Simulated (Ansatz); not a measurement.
**How KCl (Fm-3m) stiffens under pressure**

```
K Cl
1.0
     0.00000    3.12128    3.12128
     3.12128    0.00000    3.12128
     3.12128    3.12128    0.00000
K Cl
1 1
Direct
  0.00000 0.00000 0.00000
  0.50000 0.50000 0.50000
```

This is the zero-pressure cell. At each pressure cell and atoms are relaxed in this structure, and the constants are slopes of the stress at strains of ±0.005 with relaxed ions (the coefficients that govern stability under load). Level: PBEsol, PAW on Ansatz 0.2.0's default frozen-core files (fitted under PBE), scalar-relativistic; k mesh 8×8×8, strains of ±0.005, fixed occupations, cutoff 420 eV. P is the pressure of the relaxed cell, less that of this one.

```
P (GPa)    V/V₀  C11 (GPa)  C12 (GPa)  C44 (GPa)
   0.00  1.0000       43.2        6.1        6.5
   1.03  0.9519       55.8        7.3        6.0
   1.98  0.9172       66.9        8.4        5.5
   3.97  0.8620       89.0       10.5        4.3
   6.98       ?          ?          ?          ?
   9.97  0.7610      151.0       16.6        0.5
  14.95  0.7092      199.0       21.3       -3.0
```

Task: Does the bulk modulus from the constants agree with the pressure-volume curve?

Result: A third-order Birch-Murnaghan fit to the volumes shown (F against f, f = [(V₀/V)^(2/3) − 1]/2) gives B₀ = 18.5 GPa and B′ = 4.9. Its −V dP/dV stands beside (C11 + 2C12)/3:

| P (GPa) | from P(V) | from the constants |
| --- | --- | --- |
| 0.00 | 18.5 | 18.5 |
| 1.03 | 23.5 | 23.5 |
| 1.98 | 27.8 | 27.9 |
| 3.97 | 36.6 | 36.7 |
| 9.97 | 61.4 | 61.4 |
| 14.95 | 81.1 | 80.5 |

Task: What are the pressure derivatives at zero pressure?

Result: Slopes at V₀ of quadratic fits in −ln(V/V₀) through the first four rows shown, divided by B₀: dC11/dP = 12.2, dC12/dP = 1.1, dC44/dP = -0.4. The mean slopes up to 2.0 GPa are 11.9, 1.1, -0.5; curvature and scatter of the constants part the two. The combination (dC11/dP + 2 dC12/dP)/3 = 4.8 stands against B′.

Task: Fill the row at 6.98 GPa.

Result: Cubic fits in −ln(V/V₀) through all rows shown give C11 = 120.8, C12 = 13.6, C44 = 2.5 GPa. Computed: V/V₀ = 0.8034, C11 (GPa) = 120.8, C12 (GPa) = 13.6, C44 (GPa) = 2.5.

Task: Does a shear stiffness soften?

Result: C44 goes from 6.5 to -3.0 GPa; (C11 − C12)/2 goes from 18.5 to 88.9 GPa. The lattice turns mechanically unstable between 10.0 and 14.9 GPa, where the matrix gains a negative eigenvalue.

Limits of these numbers: no other phase was computed; many crystals of this kind change structure within this range, and rows or crossings beyond such a change describe a metastable lattice; frozen-core PAW files fitted under PBE, their cores solved anew for the functional of the run; phonons weren't checked at these pressures.
